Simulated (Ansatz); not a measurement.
## HfO2: changing the Hubbard U on Hf d

The cell as given:

```cif
data_structure
_symmetry_space_group_name_H-M 'Pca2_1'
_symmetry_Int_Tables_number 29
_cell_length_a 5.2195
_cell_length_b 5.0048
_cell_length_c 5.0327
_cell_angle_alpha 90.000
_cell_angle_beta 90.000
_cell_angle_gamma 90.000
_cell_volume 131.46
loop_
_atom_site_label
_atom_site_type_symbol
_atom_site_symmetry_multiplicity
_atom_site_Wyckoff_symbol
_atom_site_fract_x
_atom_site_fract_y
_atom_site_fract_z
_atom_site_occupancy
Hf1 Hf 4 a 0.96699 0.73252 0.74144 1
O1 O 4 a 0.63213 0.92865 0.87927 1
O2 O 4 a 0.23395 0.53988 0.49229 1
```

Measurements of this composition are mostly on another form, of space group No. 14.

Kept alike: task relaxation of cell and atoms; functional PBEsol; k mesh 4 × 5 × 4; occupations fermi-dirac, width 0.05 eV; no spin polarisation. Program: Ansatz, Ansatz PAW, cutoff 420 eV. The mesh is that of the run's cell of 12 atoms. No spin-orbit coupling.

| run | volume (Å³/atom) | first edge of the run's cell (Å) | third edge of the run's cell (Å) |
| --- | --- | --- | --- |
| A | 11.226 | 5.251 | 5.076 |
| B | 11.659 | 5.301 | 5.148 |
| C | 11.469 | 5.279 | 5.116 |
| D | 11.302 | 5.260 | 5.089 |
| E | 11.153 | 5.243 | 5.064 |

U acts here on a shell without spin polarisation. The relaxations keep at least the cell's symmetry (Pca2_1). Relaxations stop with a little pressure left, so the last digits of a volume or edge aren't settled. Ansatz's relaxations hold a Pulay term in the stress (up to 0.9 GPa here). How U acts hangs on the program's projectors. All rows use potentials made for PBE. U is the effective U - J on orthogonalised atomic projectors. Double counting: fully localised limit (the default).

Problem. The runs differ in the Hubbard U on Hf d alone: 2; 3; 4; 6; 8 eV. Which run is which?

Solution. Run A is 3 eV; run B is 8 eV; run C is 6 eV; run D is 4 eV; run E is 2 eV. The volume rises from 11.153 to 11.659 Å³/atom between 2 and 8 eV. The first edge of the run's cell rises from 5.243 to 5.301 Å between 2 and 8 eV. The third edge of the run's cell rises from 5.064 to 5.148 Å between 2 and 8 eV.
